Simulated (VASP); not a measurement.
# Ge (P4_32_12) in VASP: relaxation of cell and atoms with PBEsol

Aim: the relaxation of cell and atoms of Ge with PBEsol.

All numbers are computed with VASP 6.6.1; they aren't measurements. Logs are shortened: lines on timing, memory, paths and dates and some standing lists are left out, and cuts for length are marked.

## (1) Starting point

Symmetry: P4_32_12, No. 96, tetragonal system. Conventional cell: a = 5.930 Å, b = 5.930 Å, c = 6.980 Å, α = 90.00°, β = 90.00°, γ = 90.00°. Ge (site symmetry 2) has 4 Ge at 2.44 to 2.55 Å as nearest neighbours. Ge (site symmetry 1) is surrounded by 4 Ge at 2.44 to 2.55 Å.

This isn't the form of Ge at room conditions, which is diamond.

## (2) Relaxation of cell and atoms, PBEsol

File INCAR:

```
  ALGO = Fast
  EDIFF = 1E-7
  EDIFFG = -0.01
  ENCUT = 600
  GGA = PS
  IBRION = 2
  ISIF = 3
  ISMEAR = -1
  KPAR = 4
  LASPH = True
  LCHARG = False
  LREAL = False
  LWAVE = False
  NELM = 80
  NSW = 40
  PREC = Accurate
  SIGMA = 0.05
```

File KPOINTS:

```
k-points
0
Gamma
  6 6 5
```

File POSCAR:

```
Ge
1.0
    5.9300000000      0.0000000000      0.0000000000
    0.0000000000      5.9300000000      0.0000000000
    0.0000000000      0.0000000000      6.9800000000
Ge
12
Direct
    0.0750000000      0.0750000000      0.0000000000
    0.4250000000      0.5750000000      0.7500000000
    0.9250000000      0.9250000000      0.5000000000
    0.5750000000      0.4250000000      0.2500000000
    0.1667000000      0.3750000000      0.2500000000
    0.1250000000      0.6667000000      0.0000000000
    0.8333000000      0.6250000000      0.7500000000
    0.8750000000      0.3333000000      0.5000000000
    0.6667000000      0.1250000000      0.0000000000
    0.6250000000      0.8333000000      0.2500000000
    0.3333000000      0.8750000000      0.5000000000
    0.3750000000      0.1667000000      0.7500000000
```

Potentials or basis: VASP PAW PBE potentials, release 64 (Ge_d).

Launch:

```sh
$ cat potpaw_PBE.64/Ge_d/POTCAR > POTCAR
$ mpirun -np 4 vasp_std > vasp.out
```

OUTCAR:

```text
EDIFF = 1E-7
   EDIFFG = -0.01
   ENCUT = 600
   GGA = PS
   IBRION = 2
   ISIF = 3
   ISMEAR = -1
   LASPH = True
   LREAL = False
   NELM = 80
   NSW = 40
   PREC = Accurate

 ion  position               nearest neighbor table
   1  0.075  0.075  0.000-   6 2.44   9 2.44   5 2.55  12 2.55
   2  0.425  0.575  0.750-   7 2.44  12 2.44  11 2.55   6 2.55
   3  0.925  0.925  0.500-   8 2.44  11 2.44  10 2.55   7 2.55
   4  0.575  0.425  0.250-   5 2.44  10 2.44   9 2.55   8 2.55
   5  0.167  0.375  0.250-   4 2.44   6 2.47   8 2.47   1 2.55
   6  0.125  0.667  0.000-   1 2.44   5 2.47   7 2.47   2 2.55
   7  0.833  0.625  0.750-   2 2.44   6 2.47   8 2.47   3 2.55
   8  0.875  0.333  0.500-   3 2.44   5 2.47   7 2.47   4 2.55
   9  0.667  0.125  0.000-   1 2.44  10 2.47  12 2.47   4 2.55
  10  0.625  0.833  0.250-   4 2.44   9 2.47  11 2.47   3 2.55
  11  0.333  0.875  0.500-   3 2.44  10 2.47  12 2.47   2 2.55
  12  0.375  0.167  0.750-   2 2.44   9 2.47  11 2.47   1 2.55

  LATTYP: Found a simple tetragonal cell.
 ALAT       =     5.9300000000
 C/A-ratio  =     1.1770657673

  Lattice vectors:

 A1 = (   5.9300000000,   0.0000000000,   0.0000000000)
 A2 = (   0.0000000000,   5.9300000000,   0.0000000000)
 A3 = (   0.0000000000,   0.0000000000,   6.9800000000)

Analysis of symmetry for initial positions (statically):
=====================================================================
 Subroutine PRICEL returns:
 Original cell was already a primitive cell.

 Routine SETGRP: Setting up the symmetry group for a
 simple tetragonal supercell.

 Subroutine GETGRP returns: Found  8 space group operations
 (whereof  2 operations were pure point group operations)
 out of a pool of 16 trial point group operations.

The static configuration has the point symmetry C_2 .
 The point group associated with its full space group is D_4 .

Analysis of symmetry for dynamics (positions and initial velocities):
=====================================================================
 Subroutine PRICEL returns:
 Original cell was already a primitive cell.

 Routine SETGRP: Setting up the symmetry group for a
 simple tetragonal supercell.

 Subroutine GETGRP returns: Found  8 space group operations
 (whereof  2 operations were pure point group operations)
 out of a pool of 16 trial point group operations.

The dynamic configuration has the point symmetry C_2 .
 The point group associated with its full space group is D_4 .

 Subroutine INISYM returns: Found  8 space group operations
[... 142 lines left out ...]
   GGA     = PS    functional components
   LHFCALC =     F    Hartree Fock is set to
   AEXX    =    0.0000 exact exchange contribution
   IVDW    =     0    specifies the selected vdW correction
   LEPSILON=     F    determine dielectric tensor
   LRPA    =     F    only Hartree local field effects (RPA)
 conjugate gradient relaxation of ions
 non-spin polarized calculation
 RMM-DIIS sequential band-by-band and
  energy-cutoff  :      600.00
  volume of cell :      245.45
 maximum number of plane-waves:      8232
 NGX is ok and might be reduce to    48
   NGX = 23   NGY = 23   NGZ = 27

--------------------------------------- Ionic step        1  -------------------------------------------

 number of electron     167.9999938 magnetization

 Free energy of the ion-electron system (eV)
  ---------------------------------------------------
  ext. energy  EPLUGINS =         0.00000000
  ---------------------------------------------------
  free energy    TOTEN  =       -57.72413569 eV

  energy without entropy =      -57.72366704  energy(sigma->0) =      -57.72390136

------------------------ aborting loop because EDIFF is reached ----------------------------------------

  FORCE on cell =-STRESS in cart. coord.  units (eV):
  Direction    XX          YY          ZZ          XY          YZ          ZX
  --------------------------------------------------------------------------------------
  -------------------------------------------------------------------------------------
  Total        1.2353053      1.2353053     -0.1770823      0.0000000     -0.0000000      0.0000000
  in kB        8.0634348      8.0634348     -1.1559015      0.0000000     -0.0000000      0.0000000
  external PRESSURE =       4.9903227 kB  Pullay stress =       0.0000000 kB
[... 119 lines left out ...]
  FREE ENERGIE OF THE ION-ELECTRON SYSTEM (eV)
  ---------------------------------------------------
  free  energy   TOTEN  =       -57.8524048088 eV

  energy  without entropy=      -57.8517112621  energy(sigma->0) =      -57.85205804

[... ionic steps 4 to 16 ...]

--------------------------------------- Ionic step       17  -------------------------------------------

 number of electron     167.9999928 magnetization

------------------------ aborting loop because EDIFF is reached ----------------------------------------
[... 87 lines left out ...]
--------------------------------------- Ionic step       19  -------------------------------------------

 number of electron     167.9999926 magnetization

 Free energy of the ion-electron system (eV)
  ---------------------------------------------------
  ext. energy  EPLUGINS =         0.00000000
  ---------------------------------------------------
  free energy    TOTEN  =       -57.91784595 eV

  energy without entropy =      -57.91742478  energy(sigma->0) =      -57.91763537

 E-fermi :   5.4904     XC(G=0): -10.8392

 val. band max:        5.2400213753   @ k =   0.3333   0.3333   0.0000
 cond. band min:       5.6978887395   @ k =   0.3333   0.3333   0.0000
 fundamental gap:      0.4578673642
 Fermi energy:         5.4903892400

 k-point     1 :       0.0000    0.0000    0.0000
  band No.  band energies     occupation
      1     -19.0567      2.00000
      2     -19.0292      2.00000
      3     -19.0292      2.00000
      4     -19.0114      2.00000
      5     -19.0114      2.00000
      6     -19.0109      2.00000
[... 2365 lines left out ...]
     95       9.8577      0.00000
     96       9.8577      0.00000

 [... further k-points ...]

 [bands above 96 left out]

------------------------ aborting loop because EDIFF is reached ----------------------------------------

  FORCE on cell =-STRESS in cart. coord.  units (eV):
  Direction    XX          YY          ZZ          XY          YZ          ZX
  --------------------------------------------------------------------------------------
  -------------------------------------------------------------------------------------
  Total       -0.0324108     -0.0324108      0.0799305      0.0000000     -0.0000000      0.0000000
  in kB       -0.2122853     -0.2122853      0.5235311      0.0000000     -0.0000000      0.0000000
  external PRESSURE =       0.0329868 kB  Pullay stress =       0.0000000 kB
[... 27 lines left out ...]
  FREE ENERGIE OF THE ION-ELECTRON SYSTEM (eV)
  ---------------------------------------------------
  free  energy   TOTEN  =       -57.9178459506 eV

  energy  without entropy=      -57.9174247810  energy(sigma->0) =      -57.91763537

 reached required accuracy - stopping structural energy minimisation
```

OSZICAR:

```text
N       E                     dE             d eps       ncg     rms          rms(c)
DAV:   1     0.250730488188E+04    0.25073E+04   -0.74738E+04  6828   0.519E+03
DAV:   2     0.490469646341E+03   -0.20168E+04   -0.19597E+04  6000   0.127E+03
DAV:   3     0.133924984071E+02   -0.47708E+03   -0.46201E+03  6008   0.313E+02
[... 226 lines left out ...]
RMM:   4    -0.579178461615E+02   -0.81065E-06   -0.43912E-05  7097   0.373E-02    0.638E-03
RMM:   5    -0.579178464530E+02   -0.29157E-06   -0.11901E-05  7637   0.160E-02    0.482E-03
RMM:   6    -0.579178457332E+02    0.71986E-06   -0.24199E-06  6682   0.112E-02    0.213E-03
RMM:   7    -0.579178459159E+02   -0.18272E-06   -0.96096E-07  6507   0.648E-03    0.399E-04
RMM:   8    -0.579178459506E+02   -0.34663E-07   -0.37973E-07  4594   0.294E-03
  19 F= -.57917846E+02 E0= -.57917635E+02  d E =-.779245E-04
```

Run time: 42 min. Hardware: 4 MPI ranks of AMD EPYC 9R45 (Zen 5), shared host; peak memory 0.76 GiB.

What came out:

| Quantity | Value |
| --- | --- |
| Free energy | -57.9178 eV |
| Relaxed volume | 20.38 Å³/atom |
| Relaxed cell | a = 5.927 Å, b = 5.927 Å, c = 6.963 Å, α = 90.00°, β = 90.00°, γ = 90.00° |
| Space group after relaxing (to 0.05 Å) | P4_32_12 (No. 96) |
| Energy gained by relaxing | 16.1 meV/atom |
| Ionic steps | 19 |
| Pressure after relaxing | 0.0 GPa |
| Largest force after relaxing | 0.007 eV/Å |
| Band gap on the k mesh | 0.46 eV, direct |

Forces on the atoms (eV/Å):
```
Ge  -0.004 -0.004  0.000
Ge   0.004 -0.004  0.000
Ge   0.004  0.004  0.000
Ge  -0.004  0.004  0.000
Ge   0.006 -0.004  0.002
Ge   0.004  0.006  0.002
Ge  -0.006  0.004  0.002
Ge  -0.004 -0.006  0.002
Ge   0.006  0.004 -0.002
Ge   0.004 -0.006 -0.002
Ge  -0.006 -0.004 -0.002
Ge  -0.004  0.006 -0.002
```

The path:
```csv
step,energy change (eV),largest force (eV/Å),pressure (GPa),volume (Å³)
1,0.0000,0.8723,0.50,245.45
2,-0.1257,0.2018,-0.19,247.72
3,-0.1283,0.2234,-0.16,248.11
4,-0.1602,0.1249,-0.24,247.76
5,-0.1701,0.0761,-0.11,247.45
6,-0.1702,0.0760,-0.09,247.41
7,-0.1736,0.0697,0.01,246.85
8,-0.1807,0.0559,0.34,245.18
9,-0.1798,0.0902,1.05,241.86
10,-0.1828,0.0716,0.68,243.63
11,-0.1841,0.0688,0.62,243.68
12,-0.1873,0.0613,0.57,243.86
13,-0.1917,0.0482,0.30,244.20
14,-0.1922,0.0376,-0.17,244.87
15,-0.1933,0.0328,-0.01,244.58
16,-0.1934,0.0239,0.01,244.57
17,-0.1936,0.0118,0.00,244.54
18,-0.1936,0.0118,0.03,244.54
19,-0.1937,0.0072,0.00,244.61
```

Final structure:
```
Ge
1.0
     5.92700    0.00000    0.00000
     0.00000    5.92700    0.00000
     0.00000    0.00000    6.96323
Ge
12
Direct
  0.08887 0.08887 0.00000
  0.41113 0.58887 0.75000
  0.91113 0.91113 0.50000
  0.58887 0.41113 0.25000
  0.17193 0.36992 0.25684
  0.13008 0.67193 0.00684
  0.82807 0.63008 0.75684
  0.86992 0.32807 0.50684
  0.67193 0.13008 0.99316
  0.63008 0.82807 0.24316
  0.32807 0.86992 0.49316
  0.36992 0.17193 0.74316
```

Levels at points of the mesh, in eV from the valence-band top:
```tsv
k point	band 81	band 82	band 83	band 84	band 85	band 86	band 87	band 88
(0.00, 0.00, 0.00)	-1.06	-1.00	-1.00	-0.22	1.40	1.65	1.65	2.49
(0.50, 0.00, 0.00)	-0.57	-0.57	-0.09	-0.09	1.18	1.18	2.23	2.23
(0.50, 0.50, 0.00)	-0.33	-0.33	-0.08	-0.08	1.16	1.16	1.57	1.57
```

Caveat: the PAW data sets were made with another functional, which shifts forces and pressure a little; an odd mesh through Γ misses points on the zone boundary, where band edges often lie. As with any semilocal functional, this PBEsol gap is likely too small.
